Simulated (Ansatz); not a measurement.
# AlN: field gradients as cell or settings change

Aim: follow the field gradients at the nuclei of AlN through further changes. The cell is a structure deposited in the COD. Its positions were relaxed in an earlier run. Planned: ions relaxed at fixed cell; a check of grid; functional r2SCAN at the relaxed positions; a check of ecutwfc.

Computed with Ansatz 0.2.0 (DFT, PBE, plane-wave PAW, default files, scalar-relativistic, frozen cores, as far as a step names no other, unless a step's input says otherwise).

## 1. The system as given

It takes space group Fm-3m (No. 225, cubic). Conventional cell: a = 3.956 Å, b = 3.956 Å, c = 3.956 Å, α = 90.00°, β = 90.00°, γ = 90.00°. Al (site symmetry m-3m) has 6 N at 1.98 Å as nearest neighbours. Around N (site symmetry m-3m) lie 6 Al at 1.98 Å.

Coordinates:

```
Al N
1.0
     0.00000    1.97800    1.97800
     1.97800    0.00000    1.97800
     1.97800    1.97800    0.00000
Al N
1 1
Direct
  0.00000 0.00000 0.00000
  0.50000 0.50000 0.50000
```

The earlier run gave: gap on the mesh 5.23 eV, largest force 0.000 eV/Å, pressure 25.6 GPa.

The printed gradients, by site:

| site | atoms | first shell | V_zz (10²¹ V/m²) | η | C_Q (MHz) |
| --- | --- | --- | --- | --- | --- |
| Al | 1 | 6 N at 1.98 Å | 0.00 | – | 0 (²⁷Al) |
| N | 2 | 6 Al at 1.98 Å | 0.00 | – | 0 (¹⁴N) |

Conventions: |V_zz| ≥ |V_yy| ≥ |V_xx|, η = (V_xx − V_yy)/V_zz, C_Q = eQV_zz/h. Nuclear quadrupole moments: year-2017 set (Pyykkö).

## 2. Ions relaxed at fixed cell

input.yaml reads:

```yaml
crystal:
  lattice:
    - [0.0, 1.978, 1.978]
    - [1.978, 0.0, 1.978]
    - [1.978, 1.978, 0.0]
  atoms:
    - { symbol: Al, position: [0.0, 0.0, 0.0] }
    - { symbol: "N", position: [0.5, 0.5, 0.5] }
kpoints:
  mp_grid: { grid: [13, 13, 13] }
scf:
  occupations: { method: fermi_dirac, width: 0.02 }
hamiltonian:
  xc: pbe
  pseudopotentials: { kind: paw, frozen_core: stored }
output:
  forces: true
  stress: true
  populations: true
  efg: { quadrupole_moments_barn: { Al: 0.1466, "N": 0.02044 } }
  write_density: true
  write_potential: true
  elf: true
  volumetric_format: npy
relax:
  f_tol: 0.02
  max_steps: 60
```

Command:

```bash
$ ansatz run input.yaml --threads 1 --pin off --max-ram 3072MiB --backend cpu --events-out ev --progress --plain --runs-dir out
```

Log, shortened:

```text
Warning: output.stress: scf.convergence.dr2_threshold = 1e-7 eV (the SCF's general default) is looser than the 2e-10 eV advised for a printed stress (1e-10 eV for each atom of the cell: 2). What an SCF threshold leaves in a stress goes as its square root, and in the free energy as the [...]
Warning: RAYON_NUM_THREADS=1 ignored (pool sized by the plan → 1); use --threads N
[...]
Pseudopotentials: kind: paw
Pseudopotential: Al, paw, valence charge 3, recommended cutoff 420 eV (normal), Al.paw.azcp
Pseudopotential: N, paw, valence charge 5, recommended cutoff 420 eV (normal), N.paw.azcp
Functional definition: PBE
[...]
Crystal: 2 atoms, lattice volume = 15.478 Å³
Basis set: ecut = 420 eV, 307 PW (Γ), exchange–correlation on 40×40×40 points (8 copies of the dense FFT grid, shifted against one another)
Bands: 8, of which v1, the nominal top of the filled ones, is band 4 counted from 1 (3 counted from 0)
Symmetry: 48 space group operations
Space group: Fm-3m (ITA 225), of the structure as read, at distance tolerance 2.5e-5 Å
k-points: 84 of 2197
[...]
SCF iter   1: F=—  HF=-923.813877 eV  |F-HF|=—  |Δ(HF+E_count)|=         —  Δρ=2.04e-3  dr2=4.50e-4  ethr=1.77e-3  ⟨swp⟩=4.9  Hψ=4744  notcnv=0
[...]
SCF iter   6: F=-923.813920 eV  HF=-923.813920 eV  |F-HF|=6.56e-10  |Δ(HF+E_count)|=   8.25e-8  Δρ=2.94e-6  dr2=3.58e-10  ethr=4.29e-10  ⟨swp⟩=4.2  Hψ=3106  notcnv=0
[...]
relax step   1: F+E_penalty+E_count = -923.81391952 eV  Δ(F+E_penalty+E_count) = +0.000e0 eV  max|allowed force component| = 5.021e-30 eV/Å  Δτ_max = 0.0000 Å  (6 SCF iters, accepted)
NSCF: frozen V_eff on 84 k-points
[...]
SCF converged after 6 iterations
Free energy (F): -923.813920 eV
[...]
E sigma→0 (E₀):  -923.813920 eV
Fermi energy:    14.798636 eV
[...]
--- Forces (eV/Å), atoms counted from 1 ---
  atom   1  Al    -0.00000000     0.00000000     0.00000000
  atom   2  N      0.00000000    -0.00000000    -0.00000000
[...]
--- Stress (GPa, compression-positive) ---
       25.564565      -0.000000       0.000000
        0.000000      25.564565       0.000000
        0.000000       0.000000      25.564565
  P = ⅓ Tr σ = 25.5646 GPa (255.646 kbar)
--- PAW observables at the nuclei: V_zz in 10²¹ V/m², potentials from the cell's mean, atoms counted from 1 ---
  atom   1  Al V_zz =    +0.000000   η = 0.0000   by run symmetry: forbidden   C_q = +0.0000 MHz
            electrostatic potential = -1235.493189 V   contact ρ = none
  atom   2  N  V_zz =    +0.000000   η = 0.0000   by run symmetry: forbidden   C_q = +0.0000 MHz
            electrostatic potential = -521.635412 V   contact ρ = none
--- Band table (eV; the first three rows and the last of 84) ---
  k-point 0: bands = ["-5.9526", "12.1917", "12.1917", "12.1917", "18.8288", "24.5080", "24.5080", "24.5080"]
[...]
--- Relaxed structure (1 steps of the walk, 1 accepted, 0 SCFs on fresh bases) ---
  F+E_penalty+E_count = -923.81391952 eV   max|allowed force component| = 5.021e-30 eV/Å
  atoms:
    - { symbol: Al, position: [0.0, 0.0, 0.0] }
    - { symbol: N, position: [0.5, 0.5, 0.5] }
--- Löwdin populations: 2 sites ---
  site symbol       q [e]
     0     Al      1.8834
     1      N      6.0371
  spilling = 0.009938 (of n_electrons = 8.000000)
```

Wall time 6.5 s (1 thread of Intel Xeon at 2.50GHz (Skylake/Cascade Lake), shared host); peak memory 0.31 GiB.

No atom moved: the forces were under the tolerance from the start.

At the end: gap on the mesh 5.23 eV, largest force 0.000 eV/Å, pressure 25.6 GPa.

Against step 1 (V_zz in 10²¹ V/m²):

```
site  atoms  V_zz, step 1  V_zz, step 2  η, step 1  η, step 2
  Al      1          0.00          0.00          –          –
   N      2          0.00          0.00          –          –
```

Like atoms gathered into sites:

| site | atoms | first shell | V_zz (10²¹ V/m²) | η | C_Q (MHz) |
| --- | --- | --- | --- | --- | --- |
| Al | 1 | 6 N at 1.98 Å | 0.00 | – | 0 (²⁷Al) |
| N | 2 | 6 Al at 1.98 Å | 0.00 | – | 0 (¹⁴N) |

The maps below are laid out on this run's own conventional cell (a, b, c = 3.956, 3.956, 3.956 Å).

Density in a lattice plane of the grid's cell (edges 3.96 and 3.96 Å, at 0.000 of the third edge), which holds Al and N.

Ten even steps from ' ' (0.06 e/Å³) to '@' (3.67 e/Å³):
```
            ..::--++%%@@@@@@%%++--::..          
            ....::==**##%%##**==::....          
              ....::--======--::....            
                ......::::::......              
......              ..........              ....
::::......                              ......::
====--::....                          ....::--==
%%##**==::....                      ....::==**##
@@@@%%++--::..                      ..::--++%%@@
@@@@%%**==::..                      ..::==**%%@@
@@@@%%++--::..                      ..::--++%%@@
%%##**==::....                      ....::==**##
====--::....                          ....::--==
::::......                              ......::
......              ..........              ....
                ......::::::......              
              ....::--======--::....            
            ....::==**##%%##**==::....          
            ..::--++%%@@@@@@%%++--::..          
            ..::==**%%@@@@@@%%**==::..          
```
Columns run along the first of these edges and rows up along the second, over one cell in 24 and 20 even steps from the bottom left corner. Atoms in the plane (fractional): Al at (0.00, 0.00), Al at (0.50, 0.50), N at (0.00, 0.50), N at (0.50, 0.00).

ELF in the same plane.

Ten even steps from ' ' (0.00) to '@' (0.84):
```
        --**@@@@@@%%**--..--**%%@@@@@@##--      
        ::++##%%@@@@%%####%%%%@@@@%%##++::      
........::--++##%%@@@@@@@@@@@@@@%%##++--::......
##**++--::::--==**%%@@@@@@@@@@%%**==::::::--++**
@@@@%%**==::::::==**%%@@@@@@%%**==::::::==**%%@@
@@@@@@%%**==--::::--++**##**++--::::::==**%%@@@@
@@@@@@@@%%##++--::..............::--++##%%@@@@@@
####%%@@@@%%##++::              ::++##%%@@@@%%%%
..--**%%@@@@@@**--              --##@@@@@@%%**--
  ..++%%@@@@@@##--              --##@@@@@@%%++..
..--**%%@@@@@@##--              --**@@@@@@%%**--
##%%%%@@@@%%##++::              ::++##%%@@@@%%##
@@@@@@@@%%##++--::..............::--++##%%@@@@@@
@@@@@@%%**==::::::--++**##**++--::::--==**%%@@@@
@@@@%%**==::::::==**%%@@@@@@%%**==::::::==**%%@@
##**++--::::::==**%%@@@@@@@@@@%%**==--::::--++**
........::--++##%%@@@@@@@@@@@@@@%%##++--::......
        ::++##%%@@@@%%%%####%%@@@@%%##++::      
        --##@@@@@@%%**--..--**%%@@@@@@**--      
        --##@@@@@@%%++..  ..++%%@@@@@@##--      
```
Columns run along the first of these edges and rows up along the second, over one cell in 24 and 20 even steps from the bottom left corner. Atoms in the plane (fractional): Al at (0.00, 0.00), Al at (0.50, 0.50), N at (0.00, 0.50), N at (0.50, 0.00).

Both are smooth fields of the valence electrons: close to the nuclei they are not physical.

Maxima of ELF outside the ion cores: 0.84 in the shell around N, 0.8 Å from N.

## 3. Settings changed: kpoints.mp_grid.grid = [20, 20, 20]

Changes to input.yaml since step 2:

```diff
@@ -9,3 +9,3 @@
 kpoints:
-  mp_grid: { grid: [13, 13, 13] }
+  mp_grid: { grid: [20, 20, 20] }
 scf:
@@ -20,8 +20 @@
   efg: { quadrupole_moments_barn: { Al: 0.1466, "N": 0.02044 } }
-  write_density: true
-  write_potential: true
-  elf: true
-  volumetric_format: npy
-relax:
-  f_tol: 0.02
-  max_steps: 60
```

Command:

```bash
$ ansatz run input.yaml --threads 1 --pin off --max-ram 3072MiB --backend cpu --events-out ev --progress --plain --runs-dir out
```

Log, shortened:

```text
Warning: RAYON_NUM_THREADS=1 ignored (pool sized by the plan → 1); use --threads N
[...]
Pseudopotentials: kind: paw
Pseudopotential: Al, paw, valence charge 3, recommended cutoff 420 eV (normal), Al.paw.azcp
Pseudopotential: N, paw, valence charge 5, recommended cutoff 420 eV (normal), N.paw.azcp
Functional definition: PBE
[...]
Crystal: 2 atoms, lattice volume = 15.478 Å³
Basis set: ecut = 420 eV, 307 PW (Γ), exchange–correlation on 40×40×40 points (8 copies of the dense FFT grid, shifted against one another)
Bands: 8, of which v1, the nominal top of the filled ones, is band 4 counted from 1 (3 counted from 0)
Symmetry: 48 space group operations
Space group: Fm-3m (ITA 225), of the structure as read, at distance tolerance 2.5e-5 Å
k-points: 256 of 8000
[...]
SCF iter   1: F=—  HF=-923.813822 eV  |F-HF|=—  |Δ(HF+E_count)|=         —  Δρ=2.04e-3  dr2=4.50e-4  ethr=1.77e-3  ⟨swp⟩=4.9  Hψ=14527  notcnv=0
[...]
  atom   2  N      0.00000000    -0.00000000     0.00000000
[...]
--- Stress (GPa, compression-positive) ---
       25.561538      -0.000000       0.000000
        0.000000      25.561538       0.000000
       -0.000000      -0.000000      25.561538
  P = ⅓ Tr σ = 25.5615 GPa (255.615 kbar)
--- PAW observables at the nuclei: V_zz in 10²¹ V/m², potentials from the cell's mean, atoms counted from 1 ---
  atom   1  Al V_zz =    -0.000000   η = 0.0000   by run symmetry: forbidden   C_q = -0.0000 MHz
            electrostatic potential = -1235.493151 V   contact ρ = none
  atom   2  N  V_zz =    +0.000000   η = 0.0000   by run symmetry: forbidden   C_q = +0.0000 MHz
            electrostatic potential = -521.635222 V   contact ρ = none
--- Band table (eV; the first three rows and the last of 256) ---
  k-point 0: bands = ["-5.9526", "12.1917", "12.1917", "12.1917", "18.8288", "24.5080", "24.5080", "24.5080"]
[...]
--- Löwdin populations: 2 sites ---
  site symbol       q [e]
     0     Al      1.8834
     1      N      6.0370
  spilling = 0.009938 (of n_electrons = 8.000000)
```

It took 14 s on 1 thread of Intel Xeon at 2.50GHz (Skylake/Cascade Lake), shared host; peak memory 0.33 GiB.

The run ends with gap on the mesh 5.17 eV, largest force 0.000 eV/Å, pressure 25.6 GPa.

What changed since step 1 (V_zz in 10²¹ V/m²):

```
site  atoms  V_zz, PBE, rigid cores  V_zz, new settings  η, PBE, rigid cores  η, new settings
  Al      1                    0.00                0.00                    –                –
   N      2                    0.00                0.00                    –                –
```

No site has a gradient above 0.15 × 10²¹ V/m² in either run. The free energy stayed within 0.1 meV/atom.

## 4. Functional r2SCAN at the relaxed positions

Changes to input.yaml since step 3:

```diff
@@ -9,3 +9,3 @@
 kpoints:
-  mp_grid: { grid: [20, 20, 20] }
+  mp_grid: { grid: [13, 13, 13] }
 scf:
@@ -13,3 +13,3 @@
 hamiltonian:
-  xc: pbe
+  xc: r2scan
   pseudopotentials: { kind: paw, frozen_core: stored }
```

Command:

```bash
$ ansatz run input.yaml --threads 1 --pin off --max-ram 3072MiB --backend cpu --events-out ev --progress --plain --runs-dir out
```

Log, shortened:

```text
Warning: RAYON_NUM_THREADS=1 ignored (pool sized by the plan → 1); use --threads N
[...]
Pseudopotentials: kind: paw
Pseudopotential: Al, paw, valence charge 3, recommended cutoff 500 eV (meta_gga), Al.paw.azcp
Pseudopotential: N, paw, valence charge 5, recommended cutoff 500 eV (meta_gga), N.paw.azcp
Functional definition: r2SCAN
[...]
Crystal: 2 atoms, lattice volume = 15.478 Å³
Basis set: ecut = 500 eV, 411 PW (Γ), exchange–correlation on 96×96×96 points (64 copies of the dense FFT grid, shifted against one another)
Bands: 8, of which v1, the nominal top of the filled ones, is band 4 counted from 1 (3 counted from 0)
Symmetry: 48 space group operations
Space group: Fm-3m (ITA 225), of the structure as read, at distance tolerance 2.5e-5 Å
k-points: 84 of 2197
[...]
  atom   2  N      0.00000000    -0.00000000    -0.00000000
[...]
--- Stress (GPa, compression-positive) ---
       18.379574      -0.000000       0.000000
        0.000000      18.379574       0.000000
        0.000000      -0.000000      18.379574
  P = ⅓ Tr σ = 18.3796 GPa (183.796 kbar)
--- PAW observables at the nuclei: V_zz in 10²¹ V/m², potentials from the cell's mean, atoms counted from 1 ---
  atom   1  Al V_zz =    -0.000000   η = 0.0000   by run symmetry: forbidden   C_q = -0.0000 MHz
            electrostatic potential = -1234.953687 V   contact ρ = none
  atom   2  N  V_zz =    +0.000000   η = 0.0000   by run symmetry: forbidden   C_q = +0.0000 MHz
            electrostatic potential = -521.640051 V   contact ρ = none
--- Band table (eV; the first three rows and the last of 84) ---
  k-point 0: bands = ["-7.0264", "11.9764", "11.9764", "11.9764", "19.4423", "25.1211", "25.1211", "25.1211"]
[...]
--- Löwdin populations: 2 sites ---
  site symbol       q [e]
     0     Al      1.8293
     1      N      6.0861
  spilling = 0.010568 (of n_electrons = 8.000000)
```

It took 12 s on 1 thread of Intel Xeon at 2.50GHz (Skylake/Cascade Lake), shared host; peak memory 0.35 GiB.

At the end: gap on the mesh 5.97 eV, largest force 0.000 eV/Å, pressure 18.4 GPa.

Against step 2 (V_zz in 10²¹ V/m²):

```
site  atoms  V_zz, PBE, rigid cores  V_zz, r2SCAN, rigid cores  η, PBE, rigid cores  η, r2SCAN, rigid cores
  Al      1                    0.00                       0.00                    –                       –
   N      2                    0.00                       0.00                    –                       –
```

## 5. A check on settings: basis.ecutwfc = 25.7 Ry

Changes to input.yaml since step 4:

```diff
@@ -13,3 +13,3 @@
 hamiltonian:
-  xc: r2scan
+  xc: pbe
   pseudopotentials: { kind: paw, frozen_core: stored }
@@ -20 +20,3 @@
   efg: { quadrupole_moments_barn: { Al: 0.1466, "N": 0.02044 } }
+basis:
+  ecutwfc: "25.7 Ry"
```

Command:

```bash
$ ansatz run input.yaml --threads 1 --pin off --max-ram 3072MiB --backend cpu --events-out ev --progress --plain --runs-dir out
```

Log, shortened:

```text
Warning: basis.ecutwfc = 349.6663132609458 eV is below the records' recommended 420 eV, and the density's cutoff is lower with it unless basis.ecutrho_ratio is high enough to keep the records' density cutoff: compare with a run at a higher cutoff
Warning: RAYON_NUM_THREADS=1 ignored (pool sized by the plan → 1); use --threads N
[...]
Pseudopotentials: kind: paw
Pseudopotential: Al, paw, valence charge 3, recommended cutoff 420 eV (normal), Al.paw.azcp
Pseudopotential: N, paw, valence charge 5, recommended cutoff 420 eV (normal), N.paw.azcp
Functional definition: PBE
[...]
Crystal: 2 atoms, lattice volume = 15.478 Å³
Basis set: ecut = 349.6663132609458 eV, 259 PW (Γ), exchange–correlation on 36×36×36 points (8 copies of the dense FFT grid, shifted against one another)
Bands: 8, of which v1, the nominal top of the filled ones, is band 4 counted from 1 (3 counted from 0)
Symmetry: 48 space group operations
Space group: Fm-3m (ITA 225), of the structure as read, at distance tolerance 2.5e-5 Å
k-points: 84 of 2197
[...]
E sigma→0 (E₀):  -923.743639 eV
Fermi energy:    14.795747 eV
[...]
--- Forces (eV/Å), atoms counted from 1 ---
  atom   1  Al    -0.00000000    -0.00000000    -0.00000000
  atom   2  N      0.00000000    -0.00000000     0.00000000
[...]
--- Stress (GPa, compression-positive) ---
       25.464317      -0.000000       0.000000
       -0.000000      25.464317       0.000000
        0.000000      -0.000000      25.464317
  P = ⅓ Tr σ = 25.4643 GPa (254.643 kbar)
--- PAW observables at the nuclei: V_zz in 10²¹ V/m², potentials from the cell's mean, atoms counted from 1 ---
  atom   1  Al V_zz =    +0.000000   η = 0.0000   by run symmetry: forbidden   C_q = +0.0000 MHz
            electrostatic potential = -1235.485140 V   contact ρ = none
  atom   2  N  V_zz =    -0.000000   η = 0.0000   by run symmetry: forbidden   C_q = -0.0000 MHz
            electrostatic potential = -521.481775 V   contact ρ = none
--- Band table (eV; the first three rows and the last of 84) ---
  k-point 0: bands = ["-5.9595", "12.1845", "12.1845", "12.1845", "18.8113", "24.5068", "24.5068", "24.5068"]
[...]
--- Löwdin populations: 2 sites ---
  site symbol       q [e]
     0     Al      1.8805
     1      N      6.0411
  spilling = 0.009805 (of n_electrons = 8.000000)
```

It took 5.4 s on 1 thread of Intel Xeon at 2.50GHz (Skylake/Cascade Lake), shared host; peak memory 0.28 GiB.

The run ends with gap on the mesh 5.23 eV, largest force 0.000 eV/Å, pressure 25.5 GPa.

What changed since step 1 (V_zz in 10²¹ V/m²):

```
site  atoms  V_zz, PBE, rigid cores  V_zz, ecutwfc 25.7 Ry  η, PBE, rigid cores  η, ecutwfc 25.7 Ry
  Al      1                    0.00                   0.00                    –                   –
   N      2                    0.00                   0.00                    –                   –
```

No site has a gradient above 0.15 × 10²¹ V/m² in either run. The free energy moved by +35.1 meV/atom. These settings are under the usual standard, and the error shows.

## 6. Results

| quantity | value |
| --- | --- |
| state (step 1) | gap on the mesh 5.23 eV, largest force 0.000 eV/Å, pressure 25.6 GPa |
| V_zz by site, step 1 (10²¹ V/m²) | all zero by symmetry |
| step 3 (kpoints.mp_grid.grid = [20, 20, 20]) against step 1 | no sizeable gradients |
| step 5 (basis.ecutwfc = 25.7 Ry) against step 1 | no sizeable gradients; coarse settings |

**Reading.** All gradients vanish by symmetry in step 1. At this cell the PBE pressure is 26 GPa, so with PBE the cell would grow if it were relaxed.

These are semilocal Kohn-Sham gaps, which aren't the measured quantity. Such gaps usually fall short of the measured ones.
